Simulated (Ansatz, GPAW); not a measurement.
This is a calculation of HfN for Ansatz 0.2.0. 

input.yaml

```yaml
crystal:
  lattice:
    - [0.0, 2.256, 2.256]
    - [2.256, 0.0, 2.256]
    - [2.256, 2.256, 0.0]
  atoms:
    - { symbol: Hf, position: [0.0, 0.0, 0.0] }
    - { symbol: "N", position: [0.5, 0.5, 0.5] }
hamiltonian:
  xc: pbe
  pseudopotentials: { kind: paw }
kpoints:
  mp_grid: { grid: [10, 10, 10] }
scf:
  occupations: { method: gaussian, width: 0.05 }
output:
  forces: true
  stress: true
  eigenvalues: true
  write_density: true
  write_potential: true
  elf: true
  volumetric_format: npy
```

Potentials or basis: Ansatz PAW.

Command:

```sh
$ ansatz run input.yaml --threads 2 --pin off --max-ram 5632MiB --backend cpu --events-out ev --progress --plain --runs-dir out
```

Problem. Set up the same calculation for GPAW 26.7.0 (ASE script). Potentials or basis there: GPAW PAW data sets (gpaw-data 1.2.1), cutoff 800 eV.

Solution. As run (cutoffs and basis follow the program's own potentials, and thresholds, step limits or extra output files can differ):

The input run.py:

```python
from ase.dft.bandgap import bandgap
from ase.io import read, write
from ase.units import Bohr, GPa
from gpaw import GPAW, PW
from gpaw.elf import elf_from_dft_calculation

atoms = read('HfN.xyz')

calc = GPAW(mode=PW(800),
            xc='PBE',
            kpts={'size': (10, 10, 10), 'gamma': True},
            occupations={'name': 'methfessel-paxton', 'order': 0, 'width': 0.05},
            nbands=19,
            convergence={'density': 1e-05, 'energy': 1e-05},
            maxiter=150,
            txt='gpaw.txt')
atoms.calc = calc
energy = atoms.get_potential_energy()
forces = atoms.get_forces()
stress = atoms.get_stress()
calc.write('gs.gpw')
write('result.traj', atoms)
print(f'Energy: {energy:.6f} eV')
print('Forces (eV/A):')
print(forces.round(4))
print('Stress (GPa):', (stress / GPa).round(3))
print('Fermi level:', round(calc.get_fermi_level(), 4), 'eV')
print(f'Gap: {bandgap(calc)[0]:.4f} eV, direct: {bandgap(calc, direct=True)[0]:.4f} eV')

# fields on the real-space grid
write('density.cube', atoms, data=calc.get_pseudo_density() * Bohr**3)
write('potential.cube', atoms, data=calc.get_electrostatic_potential())
write('elf.cube', atoms, data=elf_from_dft_calculation(calc).data)
```

The input HfN.xyz:

```xyz
2
Lattice="0.0000000000 2.2560000000 2.2560000000 2.2560000000 0.0000000000 2.2560000000 2.2560000000 2.2560000000 0.0000000000" Properties=species:S:1:pos:R:3 pbc="T T T"
Hf     0.0000000000      0.0000000000      0.0000000000
N      2.2560000000      2.2560000000      2.2560000000
```

Potentials or basis: GPAW PAW data sets (gpaw-data 1.2.1), pw.

The run is started by

```sh
$ OMP_NUM_THREADS=1 python run.py
```

Both were run:

|  | Ansatz | GPAW |
| --- | --- | --- |
| Pressure | 6.6 GPa | 6.7 GPa |

Ansatz's pressure holds a Pulay term of +0.50 GPa for its cutoff of 420 eV, which the other run lacks.

The potentials hold 31 and 17 valence electrons a cell.

Where Ansatz's input types no cutoff or centring, it takes its own default and a Γ-centred mesh.

Pressure is positive in compression.
